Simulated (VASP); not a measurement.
Crystal: Sr.

```xyz
1
Lattice="-2.4350 2.4350 2.4350 2.4350 -2.4350 2.4350 2.4350 2.4350 -2.4350" Properties=species:S:1:pos:R:3 pbc="T T T"
Sr    0.0000    0.0000    0.0000
```

This isn't the form of Sr at room conditions, which is fcc.

```yaml
Program: VASP 6.6.1
Task: relaxation of cell and atoms
Functional: B3LYP
Dispersion: D3
Potentials_or_basis: VASP PAW PBE potentials, release 64 (Sr_sv)
Cutoff: 600 eV
k_mesh: 4 × 4 × 4
Occupations: methfessel-paxton, width 0.2 eV
Spin: no spin polarisation
```

At the start: pressure -0.6 GPa; volume 57.75 Å³/atom.

How do energy, volume and symmetry change on relaxing?

Over 4 steps the energy falls by 6.0 meV/atom and the volume is 54.67 Å³/atom (-5.3 %); space group Im-3m (No. 229, to 0.05 Å).

The path:
| step | energy change (eV) | largest force (eV/Å) | pressure (GPa) | volume (Å³) |
| --- | --- | --- | --- | --- |
| 1 | 0.0000 | 0.0000 | -0.58 | 57.75 |
| 2 | -0.0047 | 0.0000 | -0.27 | 56.01 |
| 3 | -0.0059 | 0.0000 | -0.05 | 54.93 |
| 4 | -0.0060 | 0.0000 | -0.01 | 54.67 |

Final structure:
```cif
data_structure
_symmetry_space_group_name_H-M 'P 1'
_symmetry_Int_Tables_number 1
_cell_length_a 4.1412
_cell_length_b 4.1412
_cell_length_c 4.1412
_cell_angle_alpha 109.471
_cell_angle_beta 109.471
_cell_angle_gamma 109.471
_cell_volume 54.67
loop_
_atom_site_label
_atom_site_type_symbol
_atom_site_fract_x
_atom_site_fract_y
_atom_site_fract_z
_atom_site_occupancy
Sr1 Sr 0.00000 0.00000 0.00000 1
```

Caveat: the k mesh is coarse (spacing up to 0.46 Å⁻¹), so the values aren't converged, least of all with exact exchange; the PAW data sets were made with another functional, which shifts forces and pressure a little; pairwise dispersion overbinds metals, which lowers pressure and volume.
